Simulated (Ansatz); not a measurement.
Crystal: Hf.

```xyz
1
Lattice="0.1193 2.3431 1.9928 2.3211 0.1248 1.9873 2.4498 2.4662 -0.0039" Properties=species:S:1:pos:R:3 pbc="T T T"
Hf    0.0000    0.0000    0.0000
```

This isn't the form of Hf at room conditions, which is hcp.

The cell isn't the ideal one: cell sheared at random, sigma 0.06, atoms nudged by 0.01 Å.

- Program: Ansatz 0.2.0
- Task: relaxation of cell and atoms
- Functional: PBE0
- Potentials or basis: Ansatz PAW
- Cutoff: 420 eV (not typed: the program's choice for these potentials)
- k mesh: 6 × 6 × 5
- Occupations: fermi-dirac, width 0.05 eV
- Spin: no spin polarisation

At the start: volume 21.64 Å³/atom.

Q: How do energy, volume and symmetry change on relaxing?

A: It ends after 10 steps and the volume is 23.07 Å³/atom (+6.6 %); space group I4/mmm (No. 139, to 0.05 Å).

The path:
```tsv
step	energy change (eV)	largest force (eV/Å)	volume (Å³)
1	0.0000	0.0000	21.64
2	-0.0522	0.0000	23.46
3	-0.1005	0.0000	23.79
4	-0.1131	0.0000	23.20
5	-0.1156	0.0000	23.03
6	-0.1160	0.0000	23.06
7	-0.1161	0.0000	23.05
8	-0.1184	0.0000	23.05
9	-0.1184	0.0000	23.07
10	-0.1185	0.0000	23.07
```

Final structure:
```cif
data_structure
_symmetry_space_group_name_H-M 'P 1'
_symmetry_Int_Tables_number 1
_cell_length_a 3.1918
_cell_length_b 3.1766
_cell_length_c 3.2170
_cell_angle_alpha 59.877
_cell_angle_beta 59.168
_cell_angle_gamma 61.081
_cell_volume 23.07
loop_
_atom_site_label
_atom_site_type_symbol
_atom_site_fract_x
_atom_site_fract_y
_atom_site_fract_z
_atom_site_occupancy
Hf1 Hf 0.00000 0.00000 0.00000 1
```

Caveat: the k mesh is coarse (spacing up to 0.48 Å⁻¹), so the values aren't converged, least of all with exact exchange; the plane-wave basis is chosen anew once the cell has moved, so the energies of steps on either side of that aren't comparable; the PAW data sets come from PBE, with cores solved anew for the run's functional, which leaves a small shift of forces and pressure.
